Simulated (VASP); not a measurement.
# TiO2 (Fm-3m) in VASP: a series of runs

One crystal, TiO2, is run at these levels: PBEsol, HSE06; tasks: single point.

All numbers are computed with VASP 6.6.1; they aren't measurements. Logs are shortened: lines on timing, memory, paths and dates and some standing lists are left out, and cuts for length are marked.

### 1 Starting point

Symmetry: Fm-3m, No. 225, cubic system. The conventional cell has a = 4.794 Å, b = 4.794 Å, c = 4.794 Å, α = 90.00°, β = 90.00°, γ = 90.00°. Ti (site symmetry m-3m) has 8 O at 2.08 Å as nearest neighbours. O (site symmetry -43m) has 4 Ti at 2.08 Å as nearest neighbours.

The cell was built by a generator and needn't be a form met in nature.

### 2 Single point, PBEsol

Input file INCAR:

```
  PREC = Accurate
  ENCUT = 520
  EDIFF = 1E-6
  ISMEAR = 0
  SIGMA = 0.01
  LREAL = False
  LASPH = True
  NELM = 100
  ALGO = Normal
  ISIF = 2
  LWAVE = False
  LCHARG = False
  GGA = PS
  NBANDS = 19
```

Input file KPOINTS:

```
Automatic mesh
0
Gamma
  6 6 6
```

Input file POSCAR:

```
TiO2
1.0
    0.0000000000      2.3968272579      2.3968272579
    2.3968272579      0.0000000000      2.3968272579
    2.3968272579      2.3968272579      0.0000000000
Ti O
1 2
Direct
    0.0000000000      0.0000000000      0.0000000000
    0.2500000000      0.2500000000      0.2500000000
    0.7500000000      0.7500000000      0.7500000000
```

Potentials or basis: VASP PAW PBE potentials, release 64 (Ti_sv, O).

Command:

```sh
> cat potpaw_PBE.64/Ti_sv/POTCAR potpaw_PBE.64/O/POTCAR > POTCAR
> mpirun -np 1 vasp_std > vasp.out
```

OUTCAR:

```text
PREC = Accurate
   ENCUT = 520
   EDIFF = 1E-6
   ISMEAR = 0
   LREAL = False
   LASPH = True
   NELM = 100
   ISIF = 2
   GGA = PS

 ion  position               nearest neighbor table
   1  0.000  0.000  0.000-   3 2.08   3 2.08   3 2.08   2 2.08   3 2.08   2 2.08   2 2.08   2 2.08

   2  0.250  0.250  0.250-   1 2.08   1 2.08   1 2.08   1 2.08
   3  0.750  0.750  0.750-   1 2.08   1 2.08   1 2.08   1 2.08

  LATTYP: Found a face centered cubic cell.
 ALAT       =     4.7936545158

  Lattice vectors:

 A1 = (   0.0000000000,   2.3968272579,   2.3968272579)
 A2 = (   2.3968272579,   0.0000000000,   2.3968272579)
 A3 = (   2.3968272579,   2.3968272579,   0.0000000000)

Analysis of symmetry for initial positions (statically):
=====================================================================
 Subroutine PRICEL returns:
 Original cell was already a primitive cell.

 Routine SETGRP: Setting up the symmetry group for a
 face centered cubic supercell.

 Subroutine GETGRP returns: Found 48 space group operations
 (whereof 48 operations were pure point group operations)
 out of a pool of 48 trial point group operations.

The static configuration has the point symmetry O_h .

Analysis of symmetry for dynamics (positions and initial velocities):
=====================================================================
 Subroutine PRICEL returns:
 Original cell was already a primitive cell.

 Routine SETGRP: Setting up the symmetry group for a
 face centered cubic supercell.

 Subroutine GETGRP returns: Found 48 space group operations
 (whereof 48 operations were pure point group operations)
 out of a pool of 48 trial point group operations.

The dynamic configuration has the point symmetry O_h .

 Subroutine INISYM returns: Found 48 space group operations
 (whereof 48 operations are pure point group operations),
 and found     1 'primitive' translations

----------------------------------------------------------------------------------------

                                     Primitive cell

  volume of cell :      27.5385

  direct lattice vectors                    reciprocal lattice vectors
     0.000000000  2.396827258  2.396827258    -0.208609110  0.208609110  0.208609110
     2.396827258  0.000000000  2.396827258     0.208609110 -0.208609110  0.208609110
     2.396827258  2.396827258  0.000000000     0.208609110  0.208609110 -0.208609110

  length of vectors
     3.389625615  3.389625615  3.389625615     0.361321577  0.361321577  0.361321577

  position of ions in fractional coordinates (direct lattice)
     0.000000000  0.000000000  0.000000000
     0.250000000  0.250000000  0.250000000
     0.750000000  0.750000000  0.750000000

  ion indices of the primitive-cell ions
   primitive index   ion index
                 1           1
                 2           2
                 3           3

----------------------------------------------------------------------------------------

 KPOINTS: Automatic mesh

Automatic generation of k-mesh.
 Grid dimensions read from file:
 generate k-points for:    6    6    6

 Generating k-lattice:

  Cartesian coordinates                     Fractional coordinates (reciprocal lattice)
    -0.034768185  0.034768185  0.034768185     0.166666667  0.000000000  0.000000000
     0.034768185 -0.034768185  0.034768185     0.000000000  0.166666667  0.000000000
     0.034768185  0.034768185 -0.034768185     0.000000000  0.000000000  0.166666667

  Length of vectors
     0.060220263  0.060220263  0.060220263

  Shift w.r.t. Gamma in fractional coordinates (k-lattice)
     0.000000000  0.000000000  0.000000000

 Subroutine IBZKPT returns following result:
 ===========================================

 Found     16 irreducible k-points:

 Following reciprocal coordinates:
            Coordinates               Weight
  0.000000  0.000000  0.000000      1.000000
  0.166667  0.000000  0.000000      8.000000
  0.333333  0.000000  0.000000      8.000000
  0.500000  0.000000  0.000000      4.000000
  0.166667  0.166667  0.000000      6.000000
  0.333333  0.166667  0.000000     24.000000
[... 8 lines left out ...]
 -0.333333  0.333333  0.166667     24.000000
 -0.333333  0.500000  0.166667     12.000000
   k-points           NKPTS =     16   k-points in BZ     NKDIM =     16   number of bands    NBANDS=     19
   number of dos      NEDOS =    301   number of ions     NIONS =      3
   total plane-waves  NPLWV =  21952
   dimension x,y,z NGX =    28 NGY =   28 NGZ =   28
   dimension x,y,z NGXF=    56 NGYF=   56 NGZF=   56
   ions per type =               1   2
   NGX,Y,Z   is equivalent  to a cutoff of  13.73, 13.73, 13.73 a.u.
   NGXF,Y,Z  is equivalent  to a cutoff of  27.47, 27.47, 27.47 a.u.
 SYSTEM =  unknown system
   PREC   = accura    normal or accurate (medium, high low for compatibility)
   ISTART =      0    job   : 0-new  1-cont  2-samecut
   ICHARG =      2    charge: 1-file 2-atom 10-const
   ISPIN  =      1    spin polarized calculation?
   LNONCOLLINEAR =      F non collinear calculations
   LSORBIT =      F    spin-orbit coupling
   LASPH  =      T    aspherical Exc in radial PAW
   ENCUT  =  520.0 eV  38.22 Ry    6.18 a.u.   6.30  6.30  6.30*2*pi/ulx,y,z
   NELM   =    100;   NELMIN=  2; NELMDL= -5     # of ELM steps
   EDIFF  = 0.1E-05   stopping-criterion for ELM
   LREAL  =      F    real-space projection
   EDIFFG = 0.1E-04   stopping-criterion for IOM
   NSW    =      0    number of steps for IOM
   IBRION =     -1    ionic relax: 0-MD 1-quasi-New 2-CG
   NFREE  =      0    steps in history (QN), initial steepest desc. (CG)
   ISIF   =      2    stress and relaxation
   ISYM   =      2    0-nonsym 1-usesym 2-fastsym
   POTIM  = 0.5000    time-step for ionic-motion
   TEBEG  =    0.0;   TEEND  =   0.0 temperature during run
   PSTRESS=    0.0 pullay stress
   NELECT =      24.0000    total number of electrons
   NUPDOWN=      -1.0000    fix difference up-down
   EMIN   =  10.00;   EMAX   =-10.00  energy-range for DOS
   EFERMI =   0.00;   METHOD = LEGACY
   ISMEAR =     0;   SIGMA  =   0.01  broadening in eV -4-tet -1-fermi 0-gaus
   EFERMI_NEDOS =   21; number of points for ismear=-14 and -15
   IALGO  =     38    algorithm
   IMIX   =      4    mixing-type and parameters
     AMIX     =   0.40;   BMIX     =  1.00
     AMIX_MAG =   1.60;   BMIX_MAG =  1.00
  volume/ion in A,a.u.               =       9.18        61.95
  Fermi-wavevector in a.u.,A,eV,Ry     =   1.563742  2.955044 33.270189  2.445290
  Thomas-Fermi vector in A             =   2.666469
   LORBIT       =      0    0 simple, 1 ext, 2 COOP (PROOUT), +10 PAW based schemes
   GGA     = PS    functional components
   LHFCALC =     F    Hartree Fock is set to
   AEXX    =    0.0000 exact exchange contribution
   IVDW    =     0    specifies the selected vdW correction
   LEPSILON=     F    determine dielectric tensor
   LRPA    =     F    only Hartree local field effects (RPA)
 non-spin polarized calculation
 Gauss-broadening in eV      SIGMA  =   0.01
  energy-cutoff  :      520.00
  volume of cell :       27.54
 maximum number of plane-waves:       754
 NGX is ok and might be reduce to    28
   NGX = 13   NGY = 13   NGZ = 13

 number of electron      23.9999996 magnetization

 Free energy of the ion-electron system (eV)
  ---------------------------------------------------
  ext. energy  EPLUGINS =         0.00000000
  ---------------------------------------------------
  free energy    TOTEN  =       -27.35738423 eV

  energy without entropy =      -27.35738423  energy(sigma->0) =      -27.35738423

 E-fermi :   7.3723     XC(G=0): -12.5366

 val. band max:        7.2840088897   @ k =   0.5000   0.5000   0.0000
 cond. band min:       8.3502161397   @ k =   0.0000   0.0000   0.0000
 fundamental gap:      1.0662072500
 Fermi energy:         7.3723000128

 k-point     1 :       0.0000    0.0000    0.0000
  band No.  band energies     occupation
      1     -50.2250      2.00000
      2     -26.4200      2.00000
      3     -26.4200      2.00000
      4     -26.4200      2.00000
      5     -12.3978      2.00000
      6      -8.4912      2.00000
[... 11 lines left out ...]
     18      14.7440      0.00000
     19      21.2574      0.00000

 k-point     2 :       0.1667    0.0000    0.0000
  band No.  band energies     occupation
      1     -50.2189      2.00000
      2     -26.4879      2.00000
      3     -26.4280      2.00000
      4     -26.4280      2.00000
      5     -12.0707      2.00000
      6      -8.8694      2.00000
[... 11 lines left out ...]
     18      15.6797      0.00000
     19      21.0940      0.00000

 k-point     3 :       0.3333    0.0000    0.0000
  band No.  band energies     occupation
      1     -50.2067      2.00000
      2     -26.6199      2.00000
      3     -26.4439      2.00000
      4     -26.4439      2.00000
      5     -11.3205      2.00000
      6      -9.5888      2.00000
[... 11 lines left out ...]
     18      17.0693      0.00000
     19      21.2360      0.00000

 k-point     4 :       0.5000    0.0000    0.0000
  band No.  band energies     occupation
      1     -50.2006      2.00000
      2     -26.6841      2.00000
      3     -26.4518      2.00000
      4     -26.4518      2.00000
      5     -10.7905      2.00000
      6     -10.0463      2.00000
[... 231 lines left out ...]
     18      17.8902      0.00000
     19      21.7983      0.00000

 k-point    15 :      -0.3333    0.3333    0.1667
  band No.  band energies     occupation
      1     -50.1946      2.00000
      2     -26.6255      2.00000
      3     -26.5618      2.00000
      4     -26.4819      2.00000
      5     -10.3804      2.00000
      6     -10.1895      2.00000
[... 11 lines left out ...]
     18      18.3516      0.00000
     19      22.5493      0.00000

 k-point    16 :      -0.3333    0.5000    0.1667
  band No.  band energies     occupation
      1     -50.1926      2.00000
      2     -26.6468      2.00000
      3     -26.5485      2.00000
      4     -26.4997      2.00000
      5     -10.3050      2.00000
      6     -10.1639      2.00000
[... 11 lines left out ...]
     18      18.7214      0.00000
     19      22.4954      0.00000

------------------------ aborting loop because EDIFF is reached ----------------------------------------

  FORCE on cell =-STRESS in cart. coord.  units (eV):
  Direction    XX          YY          ZZ          XY          YZ          ZX
  --------------------------------------------------------------------------------------
  -------------------------------------------------------------------------------------
  Total       -0.3188525     -0.3188525     -0.3188525      0.0000000      0.0000000      0.0000000
  in kB      -18.5506972    -18.5506972    -18.5506972      0.0000000      0.0000000      0.0000000
  external PRESSURE =     -18.5506972 kB  Pullay stress =       0.0000000 kB

 VOLUME and BASIS-vectors are now :
 -----------------------------------------------------------------------------
  energy-cutoff  :      520.00
  volume of cell :       27.54
      direct lattice vectors                 reciprocal lattice vectors
     0.000000000  2.396827258  2.396827258    -0.208609110  0.208609110  0.208609110
     2.396827258  0.000000000  2.396827258     0.208609110 -0.208609110  0.208609110
     2.396827258  2.396827258  0.000000000     0.208609110  0.208609110 -0.208609110

 POSITION                                       TOTAL-FORCE (eV/Angst)
 -----------------------------------------------------------------------------------
      0.00000      0.00000      0.00000         0.000000      0.000000      0.000000
      1.19841      1.19841      1.19841        -0.000000     -0.000000     -0.000000
      3.59524      3.59524      3.59524         0.000000      0.000000      0.000000
 -----------------------------------------------------------------------------------
    total drift:                                0.000000      0.000000      0.000000

  FREE ENERGIE OF THE ION-ELECTRON SYSTEM (eV)
  ---------------------------------------------------
  free  energy   TOTEN  =       -27.3573842324 eV

  energy  without entropy=      -27.3573842324  energy(sigma->0) =      -27.35738423
```

Wall time 23 s (1 thread of AMD EPYC 7R13 (Zen 3), shared host); peak memory 0.12 GiB.

What came out:

- Free energy: -27.3574 eV
- Pressure: -1.9 GPa
- Band gap on the k mesh: 1.07 eV, indirect (least direct gap 1.78 eV)

Caveat: the PAW data sets were made with another functional, which shifts forces and pressure a little.

### 3 Single point, HSE06

POSCAR is that of step 2.

Input file INCAR.step1:

```
  PREC = Accurate
  ENCUT = 520
  EDIFF = 1E-5
  ISMEAR = 0
  SIGMA = 0.01
  LREAL = F
  LASPH = T
  NELM = 60
  ALGO = Normal
  ISIF = 2
  LWAVE = T
  GGA = PE
  NBANDS = 19
```

Input file INCAR.step2:

```
  PREC = Accurate
  ENCUT = 520
  EDIFF = 1E-6
  ISMEAR = 0
  SIGMA = 0.01
  LREAL = F
  LASPH = T
  NELM = 60
  ALGO = Normal
  ISIF = 2
  LWAVE = F
  LCHARG = T
  GGA = PE
  LHFCALC = T
  HFSCREEN = 0.2079
  PRECFOCK = Normal
  LELF = T
  LVHAR = T
  ISTART = 1
  NBANDS = 19
```

Input file KPOINTS:

```
Automatic mesh
0
Gamma
  4 4 4
```

Potentials or basis: VASP PAW PBE potentials, release 64 (Ti_sv, O).

Command:

```sh
> cat potpaw_PBE.64/Ti_sv/POTCAR potpaw_PBE.64/O/POTCAR > POTCAR
> cp INCAR.step1 INCAR
> mpirun -np 1 vasp_std > vasp.out
> cp INCAR.step2 INCAR
> mpirun -np 1 vasp_std > vasp.out
```

Wall time 9.7 min (1 thread of AMD EPYC 7R13 (Zen 3), shared host); peak memory 0.22 GiB.

The run converged. Its results:

* Free energy: -32.2630 eV
* Pressure: -3.0 GPa
* Band gap on the k mesh: 2.60 eV, indirect (least direct gap 3.32 eV)

Levels at points of the mesh, in eV from the valence-band top:
```csv
k point,band 8,band 9,band 10,band 11,band 12,band 13,band 14,band 15,band 16,band 17
"(0.00, 0.00, 0.00)",-6.66,-6.66,-1.00,-1.00,-1.00,2.60,2.60,6.93,6.93,6.93
"(0.50, 0.00, 0.00)",-5.44,-3.74,-3.73,-2.87,-2.87,2.94,2.94,4.18,6.54,6.54
"(0.50, 0.50, 0.00)",-5.17,-5.17,-2.34,-2.34,0.00,3.32,3.46,4.20,5.57,5.57
```

Caveat: the k mesh is coarse (spacing up to 0.57 Å⁻¹), so the values aren't converged, least of all with exact exchange; the PAW data sets were made with another functional, which shifts forces and pressure a little. A k mesh can miss the band edges.

[end of part 1 of 2]
